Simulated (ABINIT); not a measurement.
## CdTe: single point with LDA

**The experiment to reproduce.**

From a printed reference work, data compilation, for a bulk crystal of CdTe at 0 K: band gap 1.607 eV.

CdTe:

```
Te Cd
1.0
     0.00000    3.20500    3.20500
     3.20500    0.00000    3.20500
     3.20500    3.20500    0.00000
Te Cd
1 1
Cartesian
  4.8075 4.8075 4.8075
  0.0000 0.0000 0.0000
```

```yaml
Program: ABINIT 10.8.3 (patched build)
Task: single point
Functional: LDA
Potentials_or_basis: PseudoDojo NC SR LDA v0.4.1 standard
Cutoff: 1279 eV
k_mesh: 5 × 5 × 5
Occupations: fermi-dirac, width 0.05 eV
Spin: no spin polarisation
```

```json
{"Band gap on the k mesh": "0.60 eV, direct", "Valence electrons inside the program's atomic spheres": "Te 11.98; Cd 17.16"}
```

Levels at points of the mesh, in eV from the valence-band top:
| k point | band 15 | band 16 | band 17 | band 18 | band 19 | band 20 | band 21 | band 22 |
| --- | --- | --- | --- | --- | --- | --- | --- | --- |
| (0.00, 0.00, 0.00) | -8.09 | 0.00 | 0.00 | 0.00 | 0.60 | 4.51 | 4.51 | 4.51 |

Run time: 63 s on 1 thread of Arm Neoverse V2 (shared host), peak memory 0.11 GiB.

A measured gap of CdTe is 1.607 eV (0 K; a printed reference work, data compilation); the calculated 0.60 eV misses it by -1.00 eV. So large a miss can be the level of theory's own, or it may mean another phase, state or a wrong row. Spin-orbit coupling on Cd, Te is left out. The value is that of LDA, without temperature or zero-point motion. Semilocal functionals fall short of measured gaps as a rule.

Caveat: spin-orbit coupling is left out, which moves the levels of the heavy elements.
